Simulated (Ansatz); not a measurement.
# Ansatz 0.2.0, settings compared: MoS$_{2}$

Run with:

```bash
ansatz run input.yaml --threads 1 --pin off --max-ram 2560MiB --backend cpu --events-out ev --progress --plain --runs-dir out
```

input.yaml:

```yaml
crystal:
  lattice:
    - [1.57453337, 0.90905385, 6.12872165]
    - [-1.57453337, 0.90905385, 6.12872165]
    - [0.0, -1.81811767, 6.12872165]
  atoms:
    - { symbol: Mo, position: [0.0, 0.0, 0.0] }
    - { symbol: S, position: [0.25, 0.25, 0.25] }
    - { symbol: S, position: [0.417, 0.417, 0.417] }
  symmetry: { tolerance: 0.0003 }
kpoints:
  mp_grid: { grid: [7, 7, 7], shift: [0, 0, 0] }
magnetization:
  spin_polarized: false
scf:
  occupations: { method: fermi_dirac, width: 0.0368 }
hamiltonian:
  pseudopotentials: { kind: paw }
  xc: r2scan
basis:
  ecutwfc: 500
output:
  forces: true
  stress: true
  eigenvalues: true
  write_density: true
  write_potential: true
  elf: true
  volumetric_format: npy
```

Origin of the cell: a database entry, scaled a little.

Output of this run (shortened):

```
Warning: crystal.lattice misses the space group found at crystal.symmetry.tolerance 3.0e-4 in a digit that the deck types, which is why this is a warning: making the lattice exact moves one o […]
basis.fft_grid_basis auto: the FFT boxes are laid along the combinations [[1, -1, 0], [0, 1, 0], [0, -1, 1]] of the cell's own vectors, 3.149, 6.393 and 3.149 Å long. The dense box has 24×48×24 points. […]
Pseudopotentials: kind: paw
Pseudopotential: Mo, paw, valence charge 14, recommended cutoff 500 eV (meta_gga), Mo.paw.azcp
Pseudopotential: S, paw, valence charge 6, recommended cutoff 500 eV (meta_gga), S.paw.azcp
Functional definition: r2SCAN
  exchange = r2scan_x(k0 = k0, k1 = k1, a1 = a1)
  correlation = r2scan_c
Crystal: 3 atoms, lattice volume = 52.634 Å³
Basis set: ecut = 500 eV, 1343 PW (Γ), FFT grids on a1−a2, a2, −a2+a3, exchange–correlation on 96×192×96 points (64 copies of the dense FFT grid, shifted against one another)
Bands: 17, of which v1, the nominal top of the filled ones, is band 13 counted from 1 (12 counted from 0)
[… 9 lines left out …]
Initial density: superposition of atomic densities (neutral atoms: chi_scale 0, normalization atom), corrected by the library's trained network
Functional: x = r2scan, c = r2scan; τ floored in thin density (d = 2e-4 eV/Å³)
SCF iter   1: F=—  HF=-6782.068172 eV  Δρ=1.02e-2  dr2=6.82e-2  dr2_τ=5.33e-2
SCF iter   2: F=—  HF=-6782.146232 eV  Δρ=1.24e-2  dr2=2.32e-1  dr2_τ=1.49e-2  recentre
SCF iter   3: F=—  HF=-6782.111801 eV  Δρ=5.90e-3  dr2=1.10e-2  dr2_τ=4.55e-4
SCF iter   4: F=—  HF=-6782.115092 eV  Δρ=1.21e-3  dr2=3.07e-4  dr2_τ=5.99e-5
SCF iter   5: F=—  HF=-6782.115361 eV  Δρ=2.22e-4  dr2=2.61e-5  dr2_τ=3.46e-6
SCF iter   6: F=—  HF=-6782.115370 eV  Δρ=1.35e-4  dr2=1.79e-5  dr2_τ=8.99e-7
SCF iter   7: F=—  HF=-6782.115369 eV  Δρ=7.36e-5  dr2=1.18e-6  dr2_τ=1.00e-7
SCF iter   8: F=-6782.115371 eV  HF=-6782.115370 eV  Δρ=1.30e-5  dr2=3.78e-8  dr2_τ=3.78e-9
SCF 1 converged in 8 iterations: F = -6782.115371 eV  dr2 = 3.78e-8
SCF converged after 8 iterations
Free energy (F): -6782.115371 eV
Harris-Foulkes:  -6782.115370 eV  (|F-HF|=7.32e-8)
Internal energy: -6782.115371 eV  (E = F + TS)
E sigma→0 (E₀):  -6782.115371 eV
Fermi energy:    11.709837 eV
--- Per-component energies (eV) ---
  E_band       = -169.775386
  E_kinetic    = 657.537726
  E_local      = -1978.464155  (includes V_loc(G=0)·N_el)
  E_nonlocal   = 198.684982
  E_hartree    = 764.259859
  E_xc         = -363.640148
  E_vxc        = -447.448237  (∫ρ·V_xc dr)
  E_paw        = -4436.031344  (= ΣΔE_a)
  E_vpaw       = -154.392014  (= ΣTr[D̂ρ^β])
  E_aug_tail   = 0.000007  (compensation charges beyond the density's cutoff)
  E_vtau       = 25.788493  (kinetic-family band-sum trace: ∫τ·v_τ [+ j·A + Jᵃ·Aᵃ] dr)
  E_ewald      = -1624.021561
  E_core_change = -0.440737  (= ΣΔE_core)
  E_smearing   = -0.000000  (= −TS)
  Σ components = -6782.115371   (vs F -6782.115371, Δ=0.00e0)
--- Forces (eV/Å), atoms counted from 1 ---
  atom   1  Mo    -0.000000    -0.000000     0.089293
  atom   2  S     -0.000000     0.000000    -0.546353
  atom   3  S     -0.000000    -0.000000     0.456970
  max |Σ_I F_I| component: 8.99e-5 eV/Å
--- Stress (GPa, compression-positive) ---
        5.614019       0.000000       0.000000
        0.000000       5.614019      -0.000000
        0.000000      -0.000000       6.662956
  P = ⅓ Tr σ = 5.9637 GPa (59.637 kbar)
```

The same input was run again with these changes:

1. `kpoints.mp_grid.grid` [7, 7, 7] → [6, 6, 6]
2. `hamiltonian.xc` r2scan → revpbe
3. `scf.occupations.width` 0.0368 → default; `scf.occupations.method` fermi_dirac → tetrahedron; `basis.xc_grid` default → 4; `kpoints.mp_grid.shift` [0, 0, 0] → [0.5, 0.5, 0.5]
4. `crystal.symmetry` { tolerance: 0.0003 } → { detect: false }; typed moments: none

```tsv
run	end	SCF iterations	P (GPa)	max force component (eV/Å)	moment (μB)	ΔE(σ→0) (meV/atom)
base	converged	8	5.96	0.546	–	0
1	converged	8	5.96	0.553	–	0.34
2	converged	8	9.08	0.753	–	–
3	converged	8	5.96	0.546	–	0.00
4	converged	8	5.96	0.546	–	0.00
```

Energies are compared only where functional, datasets, charge and starting cell are the same.

Run 2: forces of this functional can be a tenth off on datasets made under PBE.
Run 3: forces and stress under tetrahedra may miss the slope of the energy.

Time of the base run: 13 s on 1 thread of Arm Neoverse V2 (shared host), peak memory 0.46 GiB, from the program's own first density.
